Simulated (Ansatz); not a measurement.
## Pb: equation of state with HSE06

The system is Pb.

```
CELL_PARAMETERS angstrom
3.48000 0.00000 0.00000
-1.74000 3.01377 0.00000
0.00000 0.00000 5.59000
ATOMIC_POSITIONS crystal
Pb 0.66667 0.33333 0.75000
Pb 0.33333 0.66667 0.25000
```

This isn't the form of Pb at room conditions, which is fcc.

```json
{"Program": "Ansatz 0.2.0", "Task": "equation of state", "Functional": "HSE06", "Potentials or basis": "Ansatz PAW", "Cutoff": "420 eV", "Density cutoff": "1680 eV", "k mesh": "6 × 6 × 4", "Occupations": "fermi-dirac, width 0.05 eV", "Spin": "no spin polarisation"}
```

```
Equilibrium volume                        : 31.14 Å³/atom (rough: see the caveat)
Bulk modulus at fixed shape and positions : 48 GPa (rough)
```

Energy against volume, from the lowest point:
```tsv
volume (Å³/atom)	energy (meV/atom)
27.555	68.12
28.141	46.81
28.727	29.75
29.314	16.71
29.900	7.54
30.486	2.06
31.073	0.00
```

All runs of the series together: 110 s on 2 threads of AMD EPYC 7R13 Processor (Zen 3), on a shared host.

Caveat: the fit is doubtful: noisy points or a state that changes with volume; the minimum lies outside the volumes run; the cell was scaled at fixed shape and fractional positions, which overstates the stiffness of a crystal with free parameters, most of all of layers and chains; the PAW data sets were made with another functional, which shifts forces and pressure a little. The run has no spin-orbit coupling, so splittings on Pb are missing.
